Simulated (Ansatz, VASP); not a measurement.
**GaAs: VASP beside Ansatz**

Aim: how closely do two programs agree when they are given the same cell, functional and k mesh?

Main program and level: Ansatz 0.2.0; plane waves, with VASP 6.6.1 beside it; single point at PBE, spin-orbit coupling.

## (1) Starting point

It takes space group F-43m (No. 216, cubic). Conventional cell: a = 5.654 Å, b = 5.654 Å, c = 5.654 Å, α = 90.00°, β = 90.00°, γ = 90.00°. Nearest to Ga lie 4 As at 2.45 Å. Nearest to As lie 4 Ga at 2.45 Å. Farther neighbours are not listed.

Structure file:

```xyz
2
Lattice="0.0000 2.8268 2.8268 2.8268 0.0000 2.8268 2.8268 2.8268 0.0000" Properties=species:S:1:pos:R:3 pbc="T T T"
Ga    0.0000    0.0000    0.0000
As    1.4134    1.4134    1.4134
```

## (2) VASP: single point, PBE, spin-orbit coupling

With cell and atoms fixed, the geometry can't cause a difference; cores, projectors, grids and the points listed under the comparison can.

Lines of VASP's logs that name or quote its potential files are left out, and so is its time.

File INCAR:

```
SYSTEM = GaAs
PREC = Accurate
ENCUT = 430
EDIFF = 1E-08
NELM = 100
ISMEAR = 0
SIGMA = 0.01
LREAL = .FALSE.
ALGO = Normal
GGA = PE
LNONCOLLINEAR = .TRUE.
MAGMOM = 0 0 0 0 0 0
NBANDS = 30
GGA_COMPAT = .FALSE.
LASPH = .TRUE.
LSORBIT = .TRUE.
LORBIT = 11
LWAVE = .TRUE.
LCHARG = .FALSE.
KPAR = 8
```

File POSCAR:

```
GaAs
1.0
    0.0000000000      2.8268500000      2.8268500000
    2.8268500000      0.0000000000      2.8268500000
    2.8268500000      2.8268500000      0.0000000000
Ga As
1 1
Direct
    0.0000000000      0.0000000000      0.0000000000
    0.2500000000      0.2500000000      0.2500000000
```

File KPOINTS:

```
Automatic mesh
0
Gamma
4 4 4
0 0 0
```

PAW data sets: Ga_d_GW and As_GW (PBE family, release 64).

Launch:

```bash
mpirun -np 8 vasp_ncl
```

Numbers of over 12 decimals in the logs are rounded to 6 here.

Log:

```text
[banner, memory and clock lines left out]
running    8 mpi-ranks, on    1 nodes
 distrk:  each k-point on    1 cores,    8 groups
 distr:  one band on    1 cores,    1 groups

 POSCAR found type information on POSCAR GaAs
 POSCAR found :  2 types and       2 ions
|                                                                             |
|           W    W    AA    RRRRR   N    N  II  N    N   GGGG   !!!           |
|           W    W   A  A   R    R  NN   N  II  NN   N  G    G  !!!           |
|           W    W  A    A  R    R  N N  N  II  N N  N  G       !!!           |
|           W WW W  AAAAAA  RRRRR   N  N N  II  N  N N  G  GGG   !            |
|           WW  WW  A    A  R   R   N   NN  II  N   NN  G    G                |
|           W    W  A    A  R    R  N    N  II  N    N   GGGG   !!!           |
|                                                                             |
|     For optimal performance we recommend to set                             |
|       NCORE = 2 up to number-of-cores-per-socket                            |
|     NCORE specifies how many cores store one orbital (NPAR=cpu/NCORE).      |
|     This setting can greatly improve the performance of VASP for DFT.       |
|     The default, NCORE=1 might be grossly inefficient on modern             |
|     multi-core architectures or massively parallel machines. Do your        |
|     Unfortunately you need to use the default for GW and RPA                |
|     calculations (for HF NCORE is supported but not extensively tested      |
|     yet).                                                                   |
|                                                                             |

 LDA part: xc-table for (Slater+PW92), standard interpolation
 POSCAR, INCAR and KPOINTS ok, starting setup
 FFT: planning ... GRIDC
 FFT: planning ... GRID_SOFT
 FFT: planning ... GRID
 WAVECAR not read
 entering main loop
       N       E                     dE             d eps       ncg     rms          rms(c)
DAV:   1     0.160979809255E+03    0.16098E+03   -0.83340E+03   624   0.128E+03
DAV:   2     0.883790631935E+01   -0.15214E+03   -0.14548E+03   670   0.358E+02
DAV:   3    -0.744930752636E+01   -0.16287E+02   -0.16027E+02   742   0.137E+02
DAV:   4    -0.826203757464E+01   -0.81273E+00   -0.81144E+00   892   0.305E+01
DAV:   5    -0.827929876876E+01   -0.17261E-01   -0.17260E-01   806   0.401E+00    0.424E+00
DAV:   6    -0.810761469360E+01    0.17168E+00   -0.24702E-01   928   0.118E+01    0.242E+00
DAV:   7    -0.808457389762E+01    0.23041E-01   -0.11278E-01   830   0.266E+00    0.803E-01
DAV:   8    -0.808585987201E+01   -0.12860E-02   -0.79492E-03   858   0.893E-01    0.135E-01
DAV:   9    -0.808638481177E+01   -0.52494E-03   -0.10321E-03   774   0.426E-01    0.684E-02
DAV:  10    -0.808649965099E+01   -0.11484E-03   -0.80873E-05   846   0.721E-02    0.423E-02
DAV:  11    -0.808659314265E+01   -0.93492E-04   -0.85626E-05   692   0.516E-02    0.440E-03
DAV:  12    -0.808659782198E+01   -0.46793E-05   -0.57333E-06   776   0.163E-02    0.211E-03
DAV:  13    -0.808659800026E+01   -0.17829E-06   -0.75732E-07   770   0.691E-03    0.338E-04
DAV:  14    -0.808659801126E+01   -0.10999E-07   -0.41895E-08   748   0.168E-03    0.126E-04
DAV:  15    -0.808659801612E+01   -0.48640E-08   -0.38504E-09   530   0.571E-04
   1 F= -.80865980E+01 E0= -.80865980E+01  d E =-.805485E-75  mag=     0.0000    -0.0000     0.0000
 writing wavefunctions
```

Parts of OUTCAR (step 2):

```text
ion  position               nearest neighbor table
   1  0.000  0.000  0.000-   2 2.45   2 2.45   2 2.45   2 2.45
   2  0.250  0.250  0.250-   1 2.45   1 2.45   1 2.45   1 2.45

  LATTYP: Found a face centered cubic cell.
 ALAT       =     5.6537000000

 Subroutine GETGRP returns: Found 24 space group operations
 (whereof 24 operations were pure point group operations)

The static configuration has the point symmetry T_d .

 Found     10 irreducible k-points:

   k-points           NKPTS =     10   k-points in BZ     NKDIM =     10   number of bands    NBANDS=     30

   dimension x,y,z NGX =    28 NGY =   28 NGZ =   28
   dimension x,y,z NGXF=    56 NGYF=   56 NGZF=   56

   ENCUT  =  430.0 eV  31.60 Ry    5.62 a.u.   6.76  6.76  6.76*2*pi/ulx,y,z

   NELECT =      18.0000    total number of electrons

 k-points in reciprocal lattice and weights: Automatic mesh
   0.00000000  0.00000000  0.00000000       0.016
   0.25000000  0.00000000  0.00000000       0.062
  -0.25000000  0.00000000  0.00000000       0.062
   0.50000000  0.00000000  0.00000000       0.062
   0.25000000  0.25000000  0.00000000       0.094
   0.50000000  0.25000000  0.00000000       0.188
   0.50000000 -0.25000000  0.00000000       0.188
  -0.25000000  0.25000000  0.00000000       0.188
   0.50000000  0.50000000  0.00000000       0.047
  -0.25000000  0.50000000  0.25000000       0.094

 average (electrostatic) potential at core
       1 -66.4735       2 -50.3034

 E-fermi :   4.1326

 k-point     1 :       0.0000    0.0000    0.0000
  band No.  band energies     occupation
    ...
     14       3.6755      1.00000
     15       4.0044      1.00000
     16       4.0044      1.00000
     17       4.0044      1.00000
     18       4.0044      1.00000
     19       4.3973      0.00000
     20       4.3973      0.00000
     21       7.4665      0.00000
     22       7.4665      0.00000
     23       7.6525      0.00000
    ...

 k-point     2 :       0.2500    0.0000    0.0000
  band No.  band energies     occupation
    ...
     14      -0.2584      1.00000
     15       3.1078      1.00000
     16       3.1078      1.00000
     17       3.3116      1.00000
     18       3.3149      1.00000
     19       5.3229      0.00000
     20       5.3229      0.00000
     21       8.3989      0.00000
     22       8.3989      0.00000
     23       8.5188      0.00000
    ...

 k-point     3 :      -0.2500    0.0000    0.0000
  band No.  band energies     occupation
    ...
     14      -0.2584      1.00000
     15       3.1078      1.00000
     16       3.1078      1.00000
     17       3.3116      1.00000
     18       3.3149      1.00000
     19       5.3229      0.00000
     20       5.3229      0.00000
     21       8.3989      0.00000
     22       8.3989      0.00000
     23       8.5188      0.00000
    ...

  Total        1.0178852      1.0178852      1.0178852      0.0000000      0.0000000      0.0000000
  in kB       36.0969976     36.0969976     36.0969976      0.0000000      0.0000000      0.0000000
  external PRESSURE =      36.0969976 kB  Pullay stress =       0.0000000 kB

  energy-cutoff  :      430.00
  volume of cell :       45.18
      direct lattice vectors                 reciprocal lattice vectors
     0.000000000  2.826850000  2.826850000    -0.176875321  0.176875321  0.176875321
     2.826850000  0.000000000  2.826850000     0.176875321 -0.176875321  0.176875321
     2.826850000  2.826850000  0.000000000     0.176875321  0.176875321 -0.176875321

 POSITION                                       TOTAL-FORCE (eV/Angst)
 -----------------------------------------------------------------------------------
      0.00000      0.00000      0.00000         0.000000      0.000000      0.000000
      1.41342      1.41342      1.41342        -0.000000     -0.000000     -0.000000
 -----------------------------------------------------------------------------------
    total drift:                               -0.000000     -0.000000     -0.000000

  FREE ENERGIE OF THE ION-ELECTRON SYSTEM (eV)
  ---------------------------------------------------
  free  energy   TOTEN  =        -8.0865980161 eV

  energy  without entropy=       -8.0865980161  energy(sigma->0) =       -8.08659802

 Spin-Orbit-Coupling matrix elements
 Ion:    1  E_soc:     -0.0163299
 Ion:    2  E_soc:     -0.0270799

 total charge
# of ion       s       p       d       tot
------------------------------------------
    1        0.857   0.813   9.949  11.620
    2        1.177   1.601   0.030   2.808
--------------------------------------------------
tot          2.034   2.414   9.979  14.428

 magnetization (x)
# of ion       s       p       d       tot
------------------------------------------
    1       -0.000  -0.000   0.000  -0.000
    2       -0.000   0.000   0.000  -0.000
--------------------------------------------------
tot         -0.000  -0.000   0.000  -0.000

 magnetization (y)
# of ion       s       p       d       tot
------------------------------------------
    1        0.000   0.000  -0.000   0.000
    2        0.000   0.000  -0.000   0.000
--------------------------------------------------
tot          0.000   0.000  -0.000   0.000

 magnetization (z)
# of ion       s       p       d       tot
------------------------------------------
    1        0.000  -0.000   0.000   0.000
    2       -0.000   0.000   0.000   0.000
--------------------------------------------------
tot          0.000   0.000   0.000   0.000

[... 3 further parts left out ...]
```

The run ends at a pressure of 3.61 GPa.

## (3) Ansatz: single point, PBE, spin-orbit coupling

Ansatz runs on its fully relativistic PAW (standard-fr) files.

The same cell, functional, mesh and smearing now go to Ansatz, which takes its cutoff from its data sets.

File input.yaml:

```yaml
crystal:
  lattice:
    - [0.0, 2.82685, 2.82685]
    - [2.82685, 0.0, 2.82685]
    - [2.82685, 2.82685, 0.0]
  atoms:
    - { symbol: Ga, position: [0.0, 0.0, 0.0] }
    - { symbol: As, position: [0.25, 0.25, 0.25] }
hamiltonian:
  xc: pbe
  pseudopotentials: { kind: paw_fr }
magnetization:
  noncollinear: true
  spin_orbit: true
kpoints:
  mp_grid: { grid: [4, 4, 4] }
scf:
  occupations: { method: gaussian, width: 0.01 }
  n_extra_bands: 8
output:
  forces: true
  stress: true
  eigenvalues: true
```

Launch:

```bash
ansatz run input.yaml --threads 2 --pin off --max-ram 4608MiB --backend cpu --events-out ev --progress --plain --runs-dir out
```

Log:

```text
scf.n_extra_bands = 8 over 28 filled bands (N_el = 28.0): the run solves 36 bands
Engine: ansatz 0.2.0, aarch64-unknown-linux-gnu
Pseudopotentials: kind: paw_fr
Pseudopotential: Ga, paw_fr, valence charge 13, recommended cutoff 420 eV (normal), Ga.paw.azcp#standard-fr
Pseudopotential: As, paw_fr, valence charge 15, recommended cutoff 420 eV (normal), As.paw.azcp#standard-fr
Functional definition: PBE
  parameter kappa = 0.804
  parameter beta = 0.066725
  exchange = pbe_x(kappa = kappa, mu = beta*pi^2/3)
  correlation = pbe_c(beta = beta)
non-collinear run that drives no moment, with spin-orbit: no starting moment large enough to seed its density (crystal.atoms[].spin), no starting occupations that ask for one, no magnetisation constraint and no magnetic field, so the semilocal B_xc is pinned to zero
Crystal: 2 atoms, lattice volume = 45.179 Å³
Basis set: ecut = 420 eV, 893 PW (Γ), exchange–correlation on 54×54×54 points (8 copies of the dense FFT grid, shifted against one another)
Bands: 36, of which v1, the nominal top of the filled ones, is band 28 counted from 1 (27 counted from 0)
Symmetry: 24 space group operations + 24 with time reversal
Magnetic group: BNS 216.75 (UNI 1577), of the structure as read, at distance tolerance 3.6e-5 Å
k-points: 8 of 64 (time reversal used)
Projection manifold: j_resolved (fully-relativistic pseudo-atomic orbitals)
Non-local potential: Ga, projectors of the file, l = 0: 2, l = 1: 4, l = 2: 6, l = 3: 2
Non-local potential: As, projectors of the file, l = 0: 2, l = 1: 4, l = 2: 6, l = 3: 2
PAW form: soft (Blöchl's): semilocal exchange-correlation on the pseudo side does not see the compensation charge
PAW one-centre angular grid: Ga, 590 points (default); XC on 64 Gauss nodes
PAW one-centre angular grid: As, 590 points (default); XC on 64 Gauss nodes
Initial density: superposition of atomic densities (chi_scale 0.1, normalization cell, long waves kept (reshape's long-wave potential 0.00 eV rms))
Initial wavefunctions: pseudopotential atomic-orbital guess
Functional: x = pbe(κ = 0.804, μ = 0.219515), c = pbe(β = 0.066725)
SCF iter   1: F=—  HF=-8639.945317 eV  |F-HF|=—  |Δ(HF+E_count)|=         —  Δρ=4.05e-2  dr2=4.72e-1  dr2_m=0.00e0 (ungated)  ethr=3.10e-3  |M|=0.00e0 ∫|m|=0.00e0 μB  |m|>n=0.0e0 m-floor=0.0e0 τ_xc=0.0e0  β_m=0.30  ⟨swp⟩=7.2  Hψ=1345  notcnv=0
preconditioner: auto → none  [insulator: Δε(μ)=0.382 eV  Ē_g=15.672 eV  σ=0.010 eV  W_gap=1.00  n_scr=14 (ndim 8)  ℏωp=23.4 eV  f_vac=0.001  D(μ)=0.00/eV (n_scr^D=0)  ε∞_Penn≈3.2]
SCF iter   2: F=—  HF=-8639.895647 eV  |F-HF|=—  |Δ(HF+E_count)|=   4.97e-2  Δρ=2.66e-2  dr2=2.05e-1  dr2_m=0.00e0 (ungated)  ethr=1.68e-3  |M|=0.00e0 ∫|m|=0.00e0 μB  |m|>n=0.0e0 m-floor=0.0e0 τ_xc=0.0e0  β_m=0.59  ⟨swp⟩=1.9  Hψ=378  notcnv=0  defer=16
SCF iter   3: F=—  HF=-8639.872982 eV  |F-HF|=—  |Δ(HF+E_count)|=   2.27e-2  Δρ=5.21e-3  dr2=5.72e-3  dr2_m=0.00e0 (ungated)  ethr=7.31e-4  |M|=0.00e0 ∫|m|=0.00e0 μB  |m|>n=0.0e0 m-floor=0.0e0 τ_xc=0.0e0  β_m=0.49  ⟨swp⟩=3.0  Hψ=446  notcnv=0  defer=23
SCF iter   4: F=—  HF=-8639.868205 eV  |F-HF|=—  |Δ(HF+E_count)|=   4.78e-3  Δρ=1.17e-3  dr2=2.34e-4  dr2_m=0.00e0 (ungated)  ethr=2.04e-5  |M|=0.00e0 ∫|m|=0.00e0 μB  |m|>n=0.0e0 m-floor=0.0e0 τ_xc=0.0e0  β_m=0.59  ⟨swp⟩=2.5  Hψ=456  notcnv=0  defer=25
SCF iter   5: F=—  HF=-8639.868300 eV  |F-HF|=—  |Δ(HF+E_count)|=   9.51e-5  Δρ=3.17e-4  dr2=2.50e-5  dr2_m=0.00e0 (ungated)  ethr=8.36e-7  |M|=0.00e0 ∫|m|=0.00e0 μB  |m|>n=0.0e0 m-floor=0.0e0 τ_xc=0.0e0  β_m=0.62  ⟨swp⟩=2.0  Hψ=520  notcnv=0  defer=25
SCF iter   6: F=—  HF=-8639.868325 eV  |F-HF|=—  |Δ(HF+E_count)|=   2.49e-5  Δρ=8.46e-5  dr2=2.24e-6  dr2_m=0.00e0 (ungated)  ethr=8.93e-8  |M|=0.00e0 ∫|m|=0.00e0 μB  |m|>n=0.0e0 m-floor=0.0e0 τ_xc=0.0e0  β_m=0.64  ⟨swp⟩=2.0  Hψ=494  notcnv=0  defer=25
SCF iter   7: F=—  HF=-8639.868326 eV  |F-HF|=—  |Δ(HF+E_count)|=   5.05e-7  Δρ=1.92e-5  dr2=1.14e-7  dr2_m=0.00e0 (ungated)  ethr=8.01e-9  |M|=0.00e0 ∫|m|=0.00e0 μB  |m|>n=0.0e0 m-floor=0.0e0 τ_xc=0.0e0  β_m=0.73  ⟨swp⟩=2.6  Hψ=457  notcnv=0  defer=25
SCF iter   8: F=-8639.868326 eV  HF=-8639.868326 eV  |F-HF|=6.17e-10  |Δ(HF+E_count)|=   1.74e-7  Δρ=2.45e-6  dr2=2.02e-9  dr2_m=0.00e0 (ungated)  ethr=3.57e-10  |M|=0.00e0 ∫|m|=0.00e0 μB  |m|>n=0.0e0 m-floor=0.0e0 τ_xc=0.0e0  ⟨swp⟩=8.8  Hψ=1297  notcnv=0
SCF 1 converged in 8 iterations: F = -8639.868326 eV  dr2 = 2.02e-9
  greatest PAW one-centre occupation: 0.999 electrons in one spin orbital (limit 2), on the As atom at site 1 (counted from 0), in its partial waves of l = 2
SCF converged after 8 iterations
Magnetization: |M| = 0.0000 μB,  M = (+0.0000, +0.0000, +0.0000) μB
Absolute magnetization: 0.0000 μB (∫|m|)
  site 0: m = (+0.0000, +0.0000, +0.0000) μB, |m| = 0.0000 μB  (R = 1.01 Å)
  site 1: m = (+0.0000, +0.0000, +0.0000) μB, |m| = 0.0000 μB  (R = 1.01 Å)
Free energy (F): -8639.868326 eV
Harris-Foulkes:  -8639.868326 eV  (|F-HF|=6.17e-10)
Internal energy: -8639.868326 eV  (E = F + TS)
E sigma→0 (E₀):  -8639.868326 eV
Fermi energy:    8.538705 eV
--- Per-component energies (eV) ---
  E_band       = -310.463214
  E_kinetic    = 219.978063
  E_local      = -3917.444278  (includes V_loc(G=0)·N_el)
  E_nonlocal   = -244.878191
  E_hartree    = 1975.282835
  E_xc         = -148.404881
  E_vxc        = -137.444423  (∫ρ·V_xc dr)
  E_paw        = -3825.673950  (= ΣΔE_a)
  E_vpaw       = -181.238336  (= ΣTr[D̂ρ^β])
  E_aug_tail   = -0.000138  (compensation charges beyond the density's cutoff)
  E_ewald      = -2698.727786
  E_smearing   = -0.000000  (= −TS)
  E_closure    = 0.000000  (closes the sum)
  Σ components = -8639.868326   (vs F -8639.868326, Δ=0.00e0)
--- Forces (eV/Å), atoms counted from 1 ---
  atom   1  Ga     0.00000000    -0.00000000     0.00000000
  atom   2  As    -0.00000000     0.00000000     0.00000000
  max |Σ_I F_I| component: 2.41e-16 eV/Å
--- Stress (GPa, compression-positive) ---
        3.525965      -0.000000      -0.000000
       -0.000000       3.525965       0.000000
       -0.000000       0.000000       3.525965
  P = ⅓ Tr σ = 3.5260 GPa (35.260 kbar)
--- Band table (eV; the first three rows and the last of 8) ---
  k-point 0: bands = [... 24 lower, 8.3401, 8.3401, 8.3401, 8.3401, 8.7371, 8.7371, 11.8104, 11.8104, ... 4 higher]
  k-point 1: bands = [... 24 lower, 7.4415, 7.4415, 7.6491, 7.6524, 9.6640, 9.6640, 12.7431, 12.7431, ... 4 higher]
  k-point 2: bands = [... 24 lower, 6.9784, 6.9784, 7.1836, 7.1836, 9.2147, 9.2147, 12.8028, 12.8028, ... 4 higher]
  k-point 7: bands = [... 24 lower, 4.6199, 4.7409, 4.8591, 4.8991, 12.7275, 12.9154, 12.9418, 12.9746, ... 4 higher]
```

Wall time 2 s (2 threads of Arm Neoverse V1, shared host); peak memory 0.41 GiB; 3.7 s of CPU time.

The run ends at a pressure of 3.53 GPa.

## (4) Comparison

Known differences besides the potentials themselves: spin-orbit coupling enters by fully relativistic files in Ansatz and inside the spheres in VASP; the data sets hold 28 valence electrons in Ansatz (fully relativistic PAW (standard-fr) files) and 18 in VASP; the cutoff is 420 eV in Ansatz and 430 eV in VASP. Total energies have different zeros and are not compared.

Compared:

| quantity | Ansatz | VASP | difference |
| --- | --- | --- | --- |
| gap on the k mesh (eV) | 0.397 | 0.393 | +0.004 |

Not compared: the pressure (VASP's GW data sets at this cutoff don't carry it). A gap on the mesh is an upper bound, since the band edges may lie between its points.

## (5) What came out

- difference in gap on the k mesh (single point, PBE, spin-orbit coupling): 0.0040 eV

In words: The difference in gap on the k mesh is 0.0040 eV (single point, PBE, spin-orbit coupling), within the 0.08 eV picked in this series as the mark of a large difference. 1 further run of this series is not shown here. How closely two codes agree says nothing of how well the functional describes the real material.

[Lines on the potential files, build, host, timing and source positions are cut from VASP's logs without a mark.]

[Logs are printed without paths, hosts, clocks, repeated set-up lines and the standing remarks that a program may print on its own settings, such as how far it seeks lower states.]

[Hosts, paths, dates, database ids (printed as entryN), source tags and the programs' standing remarks are cut or masked in the printed files.]
